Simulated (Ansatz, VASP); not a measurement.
MgI2 in VASP and in Ansatz

```xyz
3
Lattice="4.0291 0.0000 0.0000 -2.0145 3.4893 0.0000 0.0000 0.0000 6.9649" Properties=species:S:1:pos:R:3 pbc="T T T"
Mg    0.0000    0.0000    0.0000
I     0.0000    2.3262    5.2768
I     2.0145    1.1631    1.6881
```

Change from the starting cell: strain -0.030 along x and y, +0.015 along z, atoms carried along.

Alike in both runs: task single point; functional PBE; k mesh 6 × 6 × 4; occupations gaussian, width 0.05 eV; no spin polarisation.

```csv
,VASP,Ansatz
version,VASP 6.6.1,Ansatz 0.2.0
potentials or method,"VASP PAW PBE potentials, release 64 (Mg, I)","scalar-relativistic, plane waves, PAW"
plane-wave cutoff (eV),520,420
valence electrons in the cell,16,44
```

VASP gave:

| Quantity | Value |
| --- | --- |
| gap on the k mesh at the Fermi level (eV) | 3.52 |
| least direct gap on the mesh (eV) | 3.92 |
| pressure (GPa) | 3.0 |
| largest component of the traceless stress (GPa) | 0.92 |
| rms of the force components (eV/Å) | 0.067 |

Problem. What did Ansatz give for the same quantities?

Solution. gap on the k mesh at the Fermi level (eV): 3.54; least direct gap on the mesh (eV): 3.93; pressure (GPa): 3.0; largest component of the traceless stress (GPa): 0.92; rms of the force components (eV/Å): 0.071.

Atom by atom the forces differ by 0.004 eV/Å (rms over components). The two sets of potentials don't hold the same shells in valence.

Caveats: spin-orbit coupling is left out, which moves the levels of the heavy elements; this functional lacks dispersion, which binds the layers, so the pressure and a relaxed spacing across them are unreliable. A k mesh can miss the band edges.
